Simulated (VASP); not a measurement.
```xyz
2
Lattice="0.0000 3.0919 3.0919 3.0919 0.0000 3.0919 3.0919 3.0919 0.0000" Properties=species:S:1:pos:R:3 pbc="T T T"
Zn     0.0000     0.0000     0.0000
Te     1.5460     1.5460     1.5460
```

Method: PBE GGA, VASP's PBE PAW potentials (set 64) (plane waves; VASP). Numerical set-up: 520 eV cut-off, Gaussian smearing of 0.050 eV, potentials Zn Te.

Unless said otherwise, spin-orbit coupling is left out, though it shifts the bands of the heavy elements here.

Task: Estimate the band gap (along the path) with the smallest direct gap where there is one.

Result: 
```yaml
band gap (along the path): 1.06 eV
smallest direct gap (along the path): 1.06 eV
```

The absolute energy has meaning only against runs of the same code, potentials and settings.

The compound is ZnTe in the zinc blende structure. It was relaxed first.
